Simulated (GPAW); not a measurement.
# GaN (P6_3mc) in GPAW: further runs, part 2 of 2

GPAW 26.7.0. The steps go on from the part before.

## 3. Band structure, optB88-vdW, spin-orbit coupling, no magnetisation

The input, run.py:

```python
import numpy as np
from ase.dft.bandgap import bandgap
from ase.io import read, write
from gpaw import GPAW, PW
from gpaw.spinorbit import soc_eigenstates

atoms = read('GaN.cif')

calc = GPAW(mode=PW(800),
            xc={'name': 'optB88-vdW', 'backend': 'libvdwxc'},
            kpts={'size': (7, 7, 4), 'gamma': True},
            occupations={'name': 'fermi-dirac', 'width': 0.05},
            nbands=18,
            convergence={'density': 1e-05, 'energy': 1e-05},
            maxiter=150,
            legacy_gpaw=True,
            txt='gpaw.txt')
atoms.calc = calc
energy = atoms.get_potential_energy()
forces = atoms.get_forces()
calc.write('gs.gpw')
write('result.traj', atoms)
print(f'Energy: {energy:.6f} eV')
print('Forces (eV/A):')
print(forces.round(4))
print('Fermi level:', round(calc.get_fermi_level(), 4), 'eV')
print(f'Gap: {bandgap(calc)[0]:.4f} eV, direct: {bandgap(calc, direct=True)[0]:.4f} eV')

path = atoms.cell.bandpath('GMKGALHA,LM,KH', npoints=100, eps=1e-4)
bs_calc = calc.fixed_density(kpts=path, symmetry='off', nbands=29,
                             convergence={'bands': 'CBM+6.0', 'eigenstates': 1e-6}, txt='bands.txt')
bs = bs_calc.band_structure()
bs.write('bs.json')
print(f'Gap on the path: {bandgap(bs_calc)[0]:.4f} eV')

soc = soc_eigenstates(bs_calc, theta=0, phi=0)
np.savetxt('soc_bands.dat', soc.eigenvalues(), fmt='%.4f')
mesh = soc_eigenstates('gs.gpw', theta=0, phi=0)
np.savetxt('soc_mesh.dat', mesh.eigenvalues(), fmt='%.4f')
print('Fermi level with spin-orbit coupling:', round(mesh.fermi_level, 4), 'eV')
```

The input, GaN.cif:

```cif
data_GaN
_cell_length_a 3.18000000
_cell_length_b 3.18000000
_cell_length_c 5.16600000
_cell_angle_alpha 90.00000000
_cell_angle_beta 90.00000000
_cell_angle_gamma 120.00000000
_space_group_name_H-M_alt 'P1'
_space_group_name_Hall 'P 1'
_space_group_IT_number 1
loop_
_space_group_symop_operation_xyz
'x,y,z'
loop_
_atom_site_label
_atom_site_type_symbol
_atom_site_symmetry_multiplicity
_atom_site_Wyckoff_symbol
_atom_site_fract_x
_atom_site_fract_y
_atom_site_fract_z
_atom_site_occupancy
Ga1 Ga 1 a 0.6666666667 0.3333333333 0.5000000000 1
Ga2 Ga 1 a 0.3333333333 0.6666666667 0.0000000000 1
N1 N 1 a 0.6666666667 0.3333333333 0.8750000000 1
N2 N 1 a 0.3333333333 0.6666666667 0.3750000000 1
```

Potentials or basis: GPAW PAW data sets (gpaw-data 1.2.1), pw.

Command:

```sh
> OMP_NUM_THREADS=1 python run.py
```

Run time: 51 s. Hardware: 1 thread of Intel Xeon Platinum 8488C (Sapphire Rapids), shared host; peak memory 0.43 GiB.

Results (log left out):

- Free energy: -73.6306 eV
- Largest force: 0.173 eV/Å
- Band gap on the k mesh: 2.17 eV, direct
- Band gap along the path: 2.17 eV, direct

Forces in eV/Å, atoms in the order of the input:
```
Ga   0.000  0.000 -0.172
Ga   0.000  0.000 -0.172
N    0.000  0.000  0.173
N    0.000  0.000  0.172
```

Levels at the corners of the path, in eV from the valence-band top:
```
point  band 14  band 15  band 16  band 17  band 18  band 19
    Γ    -0.01     0.00     0.00     2.17     2.17     4.47
    M    -2.25    -0.97    -0.97     5.21     5.21     5.76
    K    -2.99    -2.71    -2.71     5.25     5.25     7.97
    Γ    -0.01     0.00     0.00     2.17     2.17     4.47
    A    -0.53    -0.53    -0.53     4.46     4.46     4.46
    L    -1.89    -1.89    -1.89     4.57     4.57     4.57
    H    -1.47    -1.46    -1.46     6.63     6.63     6.66
    A    -0.53    -0.53    -0.53     4.46     4.46     4.46
    L    -1.89    -1.89    -1.89     4.57     4.57     4.57
    M    -2.25    -0.97    -0.97     5.21     5.21     5.76
    K    -2.99    -2.71    -2.71     5.25     5.25     7.97
    H    -1.47    -1.46    -1.46     6.63     6.63     6.66
```

Caveat: spin-orbit coupling was added after a scalar SCF, so levels and gaps hold it while energy, forces, pressure and moments don't; this program's spin-orbit splittings come out too wide for heavy elements; the PAW data sets were made with another functional, which shifts forces and pressure a little.

## 4. Equation of state, BEEF-vdW

The input, run.py:

```python
from ase import Atoms
from ase.eos import EquationOfState
from ase.io import Trajectory
from ase.units import GPa
from gpaw import GPAW, PW

atoms = Atoms(['Ga', 'Ga', 'N', 'N'],
              cell=[[3.18, 0.0, 0.0],
                    [-1.59, 2.753960784, 0.0],
                    [0.0, 0.0, 5.166]],
              scaled_positions=[[0.6666666667, 0.3333333333, 0.5],
                                [0.3333333333, 0.6666666667, 0.0],
                                [0.6666666667, 0.3333333333, 0.875],
                                [0.3333333333, 0.6666666667, 0.375]],
              pbc=True)

traj = Trajectory('eos.traj', 'w')
volumes, energies = [], []
for x in [0.94, 0.96, 0.98, 1.0, 1.02, 1.04, 1.06]:
    a = atoms.copy()
    a.set_cell(atoms.cell * x**(1 / 3), scale_atoms=True)
    calc = GPAW(mode=PW(800),
                xc={'name': 'BEEF-vdW', 'backend': 'libvdwxc'},
                kpts={'size': (7, 7, 4), 'gamma': True},
                occupations={'name': 'fermi-dirac', 'width': 0.05},
                nbands=18,
                convergence={'density': 1e-05, 'energy': 1e-05},
                maxiter=150,
                txt=f'eos-{x:.2f}.txt')
    a.calc = calc
    energies.append(a.get_potential_energy(force_consistent=True))
    volumes.append(a.get_volume())
    calc.write(f'eos-{x:.2f}.gpw')
    traj.write(a)
    print(f'{x:.2f} {volumes[-1]:10.4f} A^3 {energies[-1]:14.6f} eV', flush=True)

v0, e0, B = EquationOfState(volumes, energies, eos='birchmurnaghan').fit()
print(f'V0 = {v0:.4f} A^3, E0 = {e0:.6f} eV, B0 = {B / GPa:.2f} GPa')
```

Command:

```sh
> OMP_NUM_THREADS=1 python run.py
```

Wall time 3.1 min (1 thread of Intel Xeon Platinum 8488C (Sapphire Rapids), shared host); peak memory 0.34 GiB.

Results (log left out):

```yaml
Equilibrium_volume: "12.24 Å³/atom (rough: see the caveat)"
Bulk_modulus_at_fixed_shape_and_positions: 176 GPa (rough)
```

Energy against volume, from the lowest point:
```tsv
volume (Å³/atom)	energy (meV/atom)
10.632	149.48
10.858	105.13
11.084	69.70
11.310	42.27
11.537	22.00
11.763	8.05
11.989	0.00
```

Caveat: the data sets keep Ga 3d, Li 1s and Be 1s frozen, and some such compounds lay over 1.5 % in volume off other programs; the minimum lies outside the volumes run; the cell was scaled at fixed shape and fractional positions, which overstates the stiffness of a crystal with free parameters, most of all of layers and chains; the PAW data sets were made with another functional, which shifts forces and pressure a little.

## 5. Band structure, PBE, spin-orbit coupling, no magnetisation

The input, run.py:

```python
import numpy as np
from ase.dft.bandgap import bandgap
from ase.io import read, write
from ase.units import GPa
from gpaw import GPAW, PW
from gpaw.spinorbit import soc_eigenstates

atoms = read('GaN.xyz')

calc = GPAW(mode=PW(800),
            xc='PBE',
            kpts={'size': (7, 7, 4), 'gamma': True},
            occupations={'name': 'fermi-dirac', 'width': 0.05},
            nbands=18,
            convergence={'density': 1e-05, 'energy': 1e-05},
            maxiter=150,
            txt='gpaw.txt')
atoms.calc = calc
energy = atoms.get_potential_energy()
forces = atoms.get_forces()
stress = atoms.get_stress()
calc.write('gs.gpw')
write('result.traj', atoms)
print(f'Energy: {energy:.6f} eV')
print('Forces (eV/A):')
print(forces.round(4))
print('Stress (GPa):', (stress / GPa).round(3))
print('Fermi level:', round(calc.get_fermi_level(), 4), 'eV')
print(f'Gap: {bandgap(calc)[0]:.4f} eV, direct: {bandgap(calc, direct=True)[0]:.4f} eV')

path = atoms.cell.bandpath('GMKGALHA,LM,KH', npoints=60, eps=1e-4)
bs_calc = calc.fixed_density(kpts=path, symmetry='off', nbands=29,
                             convergence={'bands': 'CBM+6.0', 'eigenstates': 1e-6}, txt='bands.txt')
bs = bs_calc.band_structure()
bs.write('bs.json')
print(f'Gap on the path: {bandgap(bs_calc)[0]:.4f} eV')

soc = soc_eigenstates(bs_calc, theta=0, phi=0)
np.savetxt('soc_bands.dat', soc.eigenvalues(), fmt='%.4f')
mesh = soc_eigenstates('gs.gpw', theta=0, phi=0)
np.savetxt('soc_mesh.dat', mesh.eigenvalues(), fmt='%.4f')
print('Fermi level with spin-orbit coupling:', round(mesh.fermi_level, 4), 'eV')
```

The input, GaN.xyz:

```xyz
4
Lattice="3.1800000000 0.0000000000 0.0000000000 -1.5900000000 2.7539607840 0.0000000000 0.0000000000 0.0000000000 5.1660000000" Properties=species:S:1:pos:R:3 pbc="T T T"
Ga     1.5900000002      0.9179869279      2.5830000000
Ga    -0.0000000002      1.8359738561      0.0000000000
N      1.5900000002      0.9179869279      4.5202500000
N     -0.0000000002      1.8359738561      1.9372500000
```

Command:

```sh
> OMP_NUM_THREADS=1 python run.py
```

Run time: 39 s. Hardware: 1 thread of Intel Xeon Platinum 8488C (Sapphire Rapids), shared host; peak memory 0.32 GiB.

The run converged. Its results:

* Free energy: -24.1428 eV
* Pressure: 15.3 GPa
* Largest force: 0.181 eV/Å
* Band gap on the k mesh: 2.08 eV, direct
* Band gap along the path: 2.08 eV, direct

Forces in eV/Å, atoms in the order of the input:
```
Ga   0.000  0.000 -0.181
Ga   0.000  0.000 -0.181
N    0.000  0.000  0.181
N    0.000  0.000  0.180
```

Stress tensor (GPa, compression positive):
```
14.53  0.00  0.00
 0.00 14.53  0.00
 0.00  0.00 16.74
```

Levels at the corners of the path, in eV from the valence-band top:
| point | band 13 | band 14 | band 15 | band 16 | band 17 | band 18 | band 19 | band 20 |
| --- | --- | --- | --- | --- | --- | --- | --- | --- |
| Γ | -0.01 | -0.01 | 0.00 | 0.00 | 2.08 | 2.08 | 4.41 | 4.41 |
| M | -2.29 | -2.29 | -0.98 | -0.98 | 5.15 | 5.15 | 5.71 | 5.71 |
| K | -3.05 | -3.03 | -2.75 | -2.75 | 5.18 | 5.18 | 7.99 | 7.99 |
| Γ | -0.01 | -0.01 | 0.00 | 0.00 | 2.08 | 2.08 | 4.41 | 4.41 |
| A | -0.54 | -0.54 | -0.54 | -0.54 | 4.40 | 4.40 | 4.40 | 4.40 |
| L | -1.91 | -1.91 | -1.91 | -1.91 | 4.50 | 4.50 | 4.50 | 4.50 |
| H | -1.49 | -1.49 | -1.48 | -1.48 | 6.57 | 6.57 | 6.60 | 6.60 |
| A | -0.54 | -0.54 | -0.54 | -0.54 | 4.40 | 4.40 | 4.40 | 4.40 |
| L | -1.91 | -1.91 | -1.91 | -1.91 | 4.50 | 4.50 | 4.50 | 4.50 |
| M | -2.29 | -2.29 | -0.98 | -0.98 | 5.15 | 5.15 | 5.71 | 5.71 |
| K | -3.05 | -3.03 | -2.75 | -2.75 | 5.18 | 5.18 | 7.99 | 7.99 |
| H | -1.49 | -1.49 | -1.48 | -1.48 | 6.57 | 6.57 | 6.60 | 6.60 |

Caveat: the data sets keep Ga 3d, Li 1s and Be 1s frozen, and some such compounds lay over 1.5 % in volume off other programs; spin-orbit coupling was added after a scalar SCF, so levels and gaps hold it while energy, forces, pressure and moments don't; this program's spin-orbit splittings come out too wide for heavy elements; so large a pressure means that the cell lies far from this level's equilibrium, or that cutoff or potentials fall short.

## 6. Overview

```tsv
task	level	spin	older calculator (legacy_gpaw)	band path	band points	spin axis theta (degrees)	spin axis phi (degrees)	gap on the mesh (eV)	largest force (eV/Å)
equation of state	optB88-vdW	off	yes	-	-	-	-	-	-
band structure	optB88-vdW	SOC, no magnetisation	yes	GMKGALHA,LM,KH	100	0	0	2.17	0.17
equation of state	BEEF-vdW	off	-	-	-	-	-	-	-
band structure	PBE	SOC, no magnetisation	-	GMKGALHA,LM,KH	60	0	0	2.08	0.18
```

Alike in all rows: potentials or basis GPAW PAW data sets (gpaw-data 1.2.1), pw; cell as given; k mesh 7 × 7 × 4; cutoff (eV) 800; smearing fermi-dirac 0.05 eV.

Caveats: the data sets keep Ga 3d, Li 1s and Be 1s frozen, and some such compounds lay over 1.5 % in volume off other programs (some runs); the PAW data sets were made with another functional, which shifts forces and pressure a little (some runs); the minimum lies outside the volumes run (some runs); the cell was scaled at fixed shape and fractional positions, which overstates the stiffness of a crystal with free parameters, most of all of layers and chains (some runs); spin-orbit coupling was added after a scalar SCF, so levels and gaps hold it while energy, forces, pressure and moments don't (some runs); this program's spin-orbit splittings come out too wide for heavy elements (some runs); so large a pressure means that the cell lies far from this level's equilibrium, or that cutoff or potentials fall short (some runs).

Absolute energies hang on the potentials; compare differences alone.

## 7. How close it comes

Step 3. Against the measured gap of GaN, 3.503 eV (direct; quoted in “Studying electronic properties in GaN without electrical contacts using γ-γ vs e−-γ Perturbed Angular Correlations”, 2019, pmc:6823545), the calculated 2.17 eV is off by -1.33 eV. The value is that of optB88-vdW, without temperature or zero-point motion.

Step 5. Measured gap of GaN: 3.503 eV (direct; quoted in “Studying electronic properties in GaN without electrical contacts using γ-γ vs e−-γ Perturbed Angular Correlations”, 2019, pmc:6823545). This calculation gives 2.08 eV (-1.43 eV). The value is that of PBE, without temperature or zero-point motion. Semilocal functionals fall short of measured gaps as a rule.
